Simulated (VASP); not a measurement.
A run of VASP 6.6.1 is set up as follows.

POSCAR

```
Li2Se
1.0
    0.0000000000      3.0025000000      3.0025000000
    3.0025000000      0.0000000000      3.0025000000
    3.0025000000      3.0025000000      0.0000000000
Se Li
1 2
Direct
    0.0000000000      0.0000000000      0.0000000000
    0.7500000000      0.7500000000      0.7500000000
    0.2500000000      0.2500000000      0.2500000000
```

INCAR.step1

```
SYSTEM = Li2Se
PREC = Accurate
ENCUT = 520
EDIFF = 1E-5
ISMEAR = -1
SIGMA = 0.05
LREAL = .FALSE.
LASPH = .TRUE.
NELM = 80
ALGO = Normal
ISIF = 2
LWAVE = .TRUE.
LCHARG = .FALSE.
GGA = PE
```

Contents of INCAR.step2:

```
SYSTEM = Li2Se
PREC = Accurate
ENCUT = 520
EDIFF = 1E-6
ISMEAR = -1
SIGMA = 0.05
LREAL = .FALSE.
LASPH = .TRUE.
NELM = 80
ALGO = Normal
ISIF = 2
LWAVE = .FALSE.
LCHARG = .FALSE.
GGA = PE
LHFCALC = .TRUE.
AEXX = 1.0
ALDAC = 0.0
AGGAC = 0.0
PRECFOCK = Fast
ISTART = 1
HFRCUT = -1
```

Contents of KPOINTS:

```
Automatic mesh
0
G
  4 4 4
  0 0 0
```

KPOINTS_OPT

```
path GXWKGLUWLK,UX
10
line-mode
reciprocal
 0.0000000000  0.0000000000  0.0000000000  G
 0.5000000000  0.0000000000  0.5000000000  X

 0.5000000000  0.0000000000  0.5000000000  X
 0.5000000000  0.2500000000  0.7500000000  W

 0.5000000000  0.2500000000  0.7500000000  W
 0.3750000000  0.3750000000  0.7500000000  K

 0.3750000000  0.3750000000  0.7500000000  K
 0.0000000000  0.0000000000  0.0000000000  G

 0.0000000000  0.0000000000  0.0000000000  G
 0.5000000000  0.5000000000  0.5000000000  L

 0.5000000000  0.5000000000  0.5000000000  L
 0.6250000000  0.2500000000  0.6250000000  U

 0.6250000000  0.2500000000  0.6250000000  U
 0.5000000000  0.2500000000  0.7500000000  W

 0.5000000000  0.2500000000  0.7500000000  W
 0.5000000000  0.5000000000  0.5000000000  L

 0.5000000000  0.5000000000  0.5000000000  L
 0.3750000000  0.3750000000  0.7500000000  K

 0.6250000000  0.2500000000  0.6250000000  U
 0.5000000000  0.0000000000  0.5000000000  X
```

Potentials or basis: VASP PAW PBE potentials, release 64 (Se, Li_sv).

Command:

```bash
$ cat potpaw_PBE.64/Se/POTCAR potpaw_PBE.64/Li_sv/POTCAR > POTCAR
$ cp INCAR.step1 INCAR
$ mpirun -np 1 vasp_std > vasp.out
$ cp INCAR.step2 INCAR
$ mpirun -np 1 vasp_std > vasp.out
```

(1) What does it give for the band gap on the k mesh?

(2) Estimate the band gap along the path.

Results:

(1) 9.67 eV, indirect (least direct gap 10.58 eV).

(2) 9.67 eV, indirect (least direct gap 10.58 eV).

Caveat: the k mesh is coarse (spacing up to 0.45 Å⁻¹), so the values aren't converged, least of all with exact exchange.
